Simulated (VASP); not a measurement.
# NiSb (P6_3/mmc) in VASP: notebook, part 3 of 3

VASP 6.6.1.

## (4) Relaxation of cell and atoms, PBEsol, collinear spin, ferromagnetic start

The input, INCAR:

```
SYSTEM = NiSb
PREC = Accurate
ENCUT = 300
EDIFF = 1E-7
ISMEAR = 0
SIGMA = 0.1
LREAL = .FALSE.
LASPH = .TRUE.
NELM = 150
ALGO = Normal
ISIF = 3
LWAVE = .FALSE.
LCHARG = .FALSE.
ISPIN = 2
MAGMOM = 1 1 0 0
LORBIT = 11
LMAXMIX = 4
GGA = PS
IBRION = 2
NSW = 90
EDIFFG = -0.005
```

The input, KPOINTS:

```
regular mesh
0
G
  12 12 8
  0 0 0
```

The input, POSCAR:

```
NiSb
1.0
    3.9296697700      0.0000000000      0.0000000000
   -1.9648348800      3.4031938500      0.0000000000
    0.0000000000      0.0000000000      5.1161871700
Ni Sb
2 2
Direct
    0.0000000000      0.0000000000      0.0000000000
    0.0000000000      0.0000000000      0.5000000000
    0.3333333300      0.6666666700      0.2500000000
    0.6666666700      0.3333333300      0.7500000000
```

Potentials or basis: VASP PAW PBE potentials, release 64 (Ni, Sb).

The run is started by

```sh
$ cat potpaw_PBE.64/Ni/POTCAR potpaw_PBE.64/Sb/POTCAR > POTCAR
$ mpirun -np 1 vasp_std > vasp.out
```

OUTCAR:

```text
SYSTEM = NiSb
   PREC = Accurate
   ENCUT = 300
   EDIFF = 1E-7
   ISMEAR = 0
   LREAL = .FALSE.
   LASPH = .TRUE.
   NELM = 150
   ISIF = 3
   ISPIN = 2
   LORBIT = 11
   GGA = PS
   IBRION = 2
   NSW = 90
   EDIFFG = -0.005

 ion  position               nearest neighbor table
   1  0.000  0.000  0.000-   2 2.56   2 2.56   4 2.60   3 2.60   3 2.60   4 2.60   4 2.60   3 2.60

   2  0.000  0.000  0.500-   1 2.56   1 2.56   4 2.60   3 2.60   3 2.60   4 2.60   4 2.60   3 2.60

   3  0.333  0.667  0.250-   1 2.60   2 2.60   1 2.60   2 2.60   1 2.60   2 2.60   4 3.42   4 3.42
                             4 3.42   4 3.42   4 3.42   4 3.42
   4  0.667  0.333  0.750-   1 2.60   2 2.60   1 2.60   2 2.60   1 2.60   2 2.60   3 3.42   3 3.42
                             3 3.42   3 3.42   3 3.42   3 3.42

  LATTYP: Found a hexagonal cell.
 ALAT       =     3.9296697700
 C/A-ratio  =     1.3019381957

  Lattice vectors:

 A1 = (   3.9296697700,   0.0000000000,   0.0000000000)
 A2 = (  -1.9648348800,   3.4031938500,   0.0000000000)
 A3 = (   0.0000000000,   0.0000000000,   5.1161871700)

Analysis of symmetry for initial positions (statically):
=====================================================================
 Subroutine PRICEL returns:
 Original cell was already a primitive cell.

 Routine SETGRP: Setting up the symmetry group for a
 hexagonal supercell.

 Subroutine GETGRP returns: Found 24 space group operations
 (whereof 12 operations were pure point group operations)
 out of a pool of 24 trial point group operations.

The static configuration has the point symmetry D_3d.
 The point group associated with its full space group is D_6h.

Analysis of symmetry for dynamics (positions and initial velocities):
=====================================================================
 Subroutine PRICEL returns:
 Original cell was already a primitive cell.

 Routine SETGRP: Setting up the symmetry group for a
 hexagonal supercell.

 Subroutine GETGRP returns: Found 24 space group operations
 (whereof 12 operations were pure point group operations)
 out of a pool of 24 trial point group operations.

The dynamic configuration has the point symmetry D_3d.
 The point group associated with its full space group is D_6h.

Analysis of structural, dynamic, and magnetic symmetry:
=====================================================================
 Subroutine PRICEL returns:
 Original cell was already a primitive cell.
[... 143 lines left out ...]
   LRPA    =     F    only Hartree local field effects (RPA)
 conjugate gradient relaxation of ions
 spin polarized calculation
 Gauss-broadening in eV      SIGMA  =   0.10
  energy-cutoff  :      300.00
  volume of cell :       68.42
 maximum number of plane-waves:       855
 NGX is ok and might be reduce to    24
   NGX = 11   NGY = 11   NGZ = 15

--------------------------------------- Ionic step        1  -------------------------------------------

 number of electron      29.9999939 magnetization       0.0000442

 number of electron      29.9999939 magnetization      -0.0001059

 Free energy of the ion-electron system (eV)
  ---------------------------------------------------
  ext. energy  EPLUGINS =         0.00000000
  ---------------------------------------------------
  free energy    TOTEN  =       -22.69351010 eV

  energy without entropy =      -22.68541021  energy(sigma->0) =      -22.68946016

 E-fermi :   9.9153     XC(G=0): -11.6629

 val. band max:        9.8875881607   @ k =   0.0833   0.0833   0.1250
 cond. band min:       9.9200961814   @ k =   0.1667   0.0833   0.2500
 fundamental gap:      0.0325080206
 Fermi energy:         9.9152811764

 spin component 1

 k-point     1 :       0.0000    0.0000    0.0000
  band No.  band energies     occupation
      1      -3.1185      1.00000
      2       1.4594      1.00000
      3       3.6262      1.00000
      4       5.9483      1.00000
      5       5.9483      1.00000
      6       6.7184      1.00000
[... 1258 lines left out ...]
 number of electron      29.9999948 magnetization      -0.0000002

 number of electron      29.9999948 magnetization       0.0000001

 Free energy of the ion-electron system (eV)
  ---------------------------------------------------
  ext. energy  EPLUGINS =         0.00000000
  ---------------------------------------------------
  free energy    TOTEN  =       -22.70057372 eV

  energy without entropy =      -22.69239457  energy(sigma->0) =      -22.69648414

 E-fermi :  10.1554     XC(G=0): -11.7407

 val. band max:       10.1535434282   @ k =   0.1667   0.1667   0.3750
 cond. band min:      10.1589697114   @ k =   0.1667   0.0833   0.2500
 fundamental gap:      0.0054262832
 Fermi energy:        10.1554269340

 spin component 1

 k-point     1 :       0.0000    0.0000    0.0000
  band No.  band energies     occupation
      1      -3.0177      1.00000
      2       1.6987      1.00000
      3       3.7768      1.00000
      4       6.0922      1.00000
      5       6.0922      1.00000
      6       6.8677      1.00000
[... 1130 lines left out ...]
  FREE ENERGIE OF THE ION-ELECTRON SYSTEM (eV)
  ---------------------------------------------------
  free  energy   TOTEN  =       -22.7005737192 eV

  energy  without entropy=      -22.6923945703  energy(sigma->0) =      -22.69648414

 reached required accuracy - stopping structural energy minimisation

 total charge

# of ion       s       p       d       tot
------------------------------------------
    1        0.461   0.505   8.460   9.425
    2        0.461   0.505   8.460   9.425
    3        1.130   1.231   0.079   2.439
    4        1.130   1.231   0.079   2.439
--------------------------------------------------
tot          3.181   3.471  17.077  23.729

 magnetization (x)

# of ion       s       p       d       tot
------------------------------------------
    1       -0.000  -0.000  -0.000  -0.000
    2       -0.000  -0.000  -0.000  -0.000
    3        0.000   0.000   0.000   0.000
    4        0.000   0.000   0.000   0.000
--------------------------------------------------
tot         -0.000   0.000  -0.000  -0.000
```

OSZICAR:

```text
N       E                     dE             d eps       ncg     rms          rms(c)
DAV:   1     0.128580536986E+03    0.12858E+03   -0.88118E+03  7640   0.988E+02
DAV:   2    -0.178316761135E+02   -0.14641E+03   -0.14133E+03  7772   0.256E+02
DAV:   3    -0.241243809213E+02   -0.62927E+01   -0.61168E+01  8836   0.633E+01
[... 50 lines left out ...]
DAV:   1    -0.227006993160E+02   -0.15917E-03   -0.37872E-03  8248   0.483E-01    0.803E-02
DAV:   2    -0.227006472154E+02    0.52101E-04   -0.40688E-04  8872   0.364E-01    0.713E-02
DAV:   3    -0.227005964612E+02    0.50754E-04   -0.28086E-04  8392   0.312E-01    0.382E-02
DAV:   4    -0.227005732969E+02    0.23164E-04   -0.42969E-05 10224   0.956E-02    0.625E-03
DAV:   5    -0.227005738074E+02   -0.51053E-06   -0.76585E-06  8456   0.379E-02    0.361E-03
DAV:   6    -0.227005737192E+02    0.88228E-07   -0.50396E-07  7676   0.108E-02
   5 F= -.22700574E+02 E0= -.22696484E+02  d E =-.194800E-03  mag=    -0.0000
```

CONTCAR:

```text
NiSb
   1.00000000000000
     3.9152409588429244   -0.0000000000212954    0.0000000000000000
    -1.9576204744582637    3.3906981329945198   -0.0000000000000000
     0.0000000000000000    0.0000000000000000    5.0739326478584506
  Ni              Sb
     2     2
Direct
     0.0000000000000000    1.0000000000000000    0.0000000000000000
     0.0000000000000000    1.0000000000000000    0.5000000000000000
     0.3333333300000021    0.6666666699999979    0.2500000000000000
     0.6666666699999979    0.3333333300000021    0.7500000000000000

  0.00000000E+00  0.00000000E+00  0.00000000E+00
  0.00000000E+00  0.00000000E+00  0.00000000E+00
  0.00000000E+00  0.00000000E+00  0.00000000E+00
  0.00000000E+00  0.00000000E+00  0.00000000E+00
```

Run time: 4.6 min. Hardware: 1 thread of Intel Xeon Platinum 8375C at 2.90GHz (Ice Lake), shared host; peak memory 0.23 GiB.

The run converged, but some of its settings lie outside the range that counts as converged, so its numbers aren't taken as properties of the crystal.

Results:

| Item | Value |
| --- | --- |
| Free energy | -22.7006 eV |
| Relaxed volume | 16.84 Å³/atom |
| Relaxed cell | a = 3.915 Å, b = 3.915 Å, c = 5.074 Å, α = 90.00°, β = 90.00°, γ = 120.00° |
| Space group after relaxing (to 0.05 Å) | P6_3/mmc (No. 194) |
| Energy gained by relaxing | 1.8 meV/atom |
| Ionic steps | 5 |
| Band gap on the k mesh | none (metal or under the smearing width) |
| Net moment | 0.00 μB per cell |
| Valence electrons inside the program's atomic spheres | Ni 9.43; Sb 2.44 |

Caveat: the cutoff is under 1.25 times the usual one of these potentials, so pressure, stress and relaxed cells hold a basis-set (Pulay) error; the PAW data sets were made with another functional, which shifts forces and pressure a little.

## (5) Relaxation of cell and atoms, PBEsol, collinear spin, ferromagnetic start

INCAR: that of step 4 with these lines changed.

```diff
@@ -2,3 +2,3 @@
 PREC = Accurate
-ENCUT = 300
+ENCUT = 600
 EDIFF = 1E-7
```

The input, KPOINTS:

```
regular mesh
0
G
  6 6 4
  0 0 0
```

POSCAR is that of step 4.

The run is started by

```sh
$ cat potpaw_PBE.64/Ni/POTCAR potpaw_PBE.64/Sb/POTCAR > POTCAR
$ mpirun -np 1 vasp_std > vasp.out
```

Run time: 3.5 min. Hardware: 1 thread of Intel Xeon Platinum 8375C at 2.90GHz (Ice Lake), shared host; peak memory 0.27 GiB.

It converged, with:

- Free energy: -22.6594 eV
- Relaxed volume: 16.86 Å³/atom
- Relaxed cell: a = 3.907 Å, b = 3.907 Å, c = 5.102 Å, α = 90.00°, β = 90.00°, γ = 120.00°
- Space group after relaxing (to 0.05 Å): P6_3/mmc (No. 194)
- Energy gained by relaxing: 1.5 meV/atom
- Ionic steps: 6
- Pressure after relaxing: 0.0 GPa
- Band gap on the k mesh: none (metal or under the smearing width)
- Net moment: 0.00 μB per cell
- Valence electrons inside the program's atomic spheres: Ni 9.44; Sb 2.44

The path:
```tsv
step	energy change (eV)	largest force (eV/Å)	pressure (GPa)	volume (Å³)
1	0.0000	0.0000	-1.81	68.42
2	-0.0009	0.0000	1.81	66.52
3	-0.0059	0.0000	0.03	67.42
4	-0.0059	0.0000	-0.01	67.44
5	-0.0059	0.0000	-0.03	67.45
6	-0.0059	0.0000	-0.03	67.45
```

Final structure:
```
Ni Sb
1.0
     3.90711    0.00000    0.00000
    -1.95356    3.38366    0.00000
     0.00000    0.00000    5.10191
Ni Sb
2 2
Cartesian
  0.0000 0.0000 0.0000
  0.0000 0.0000 2.5510
  0.0000 2.2558 1.2755
  1.9536 1.1279 3.8264
```

Levels at points of the mesh, in eV from the Fermi level:
Spin up:
```
           k point  band 13  band 14  band 15  band 16  band 17  band 18
(0.00, 0.00, 0.00)    -0.10     0.54     0.54     2.47     2.47     3.07
(0.50, 0.00, 0.00)    -1.71    -1.51    -1.43    -0.41     1.09     3.36
(0.00, 0.00, 0.50)     0.23     0.23     2.05     2.05     2.05     2.05
(0.50, 0.00, 0.50)    -1.93    -1.93     0.12     0.12     1.67     1.67
```
Spin down:
```tsv
k point	band 13	band 14	band 15	band 16	band 17	band 18
(0.00, 0.00, 0.00)	-0.10	0.54	0.54	2.47	2.47	3.07
(0.50, 0.00, 0.00)	-1.71	-1.51	-1.43	-0.41	1.09	3.36
(0.00, 0.00, 0.50)	0.23	0.23	2.05	2.05	2.05	2.05
(0.50, 0.00, 0.50)	-1.93	-1.93	0.12	0.12	1.67	1.67
```

Caveat: the PAW data sets were made with another functional, which shifts forces and pressure a little. The run has no spin-orbit coupling, so splittings on Sb are missing.

## (6) The runs side by side

```tsv
level	k mesh	gap on the mesh (eV)	pressure (GPa)	moment (μB)	relaxed volume (Å³/atom)
PBE	12 × 12 × 8	none	0.0	0.00	17.62
PBE+D3(BJ)	12 × 12 × 8	none	0.0	0.00	16.94
PBEsol	6 × 6 × 4	none	0.0	0.00	16.86
```

Alike in all rows: task relaxation of cell and atoms; potentials or basis VASP PAW PBE potentials, release 64 (Ni, Sb); spin collinear, ferromagnetic start; cell relaxed; cutoff (eV) 600; smearing gaussian 0.1 eV.

Caveats: pairwise dispersion overbinds metals, which lowers pressure and volume (some runs); the PAW data sets were made with another functional, which shifts forces and pressure a little (some runs).

Absolute energies hang on the potentials; compare differences alone.
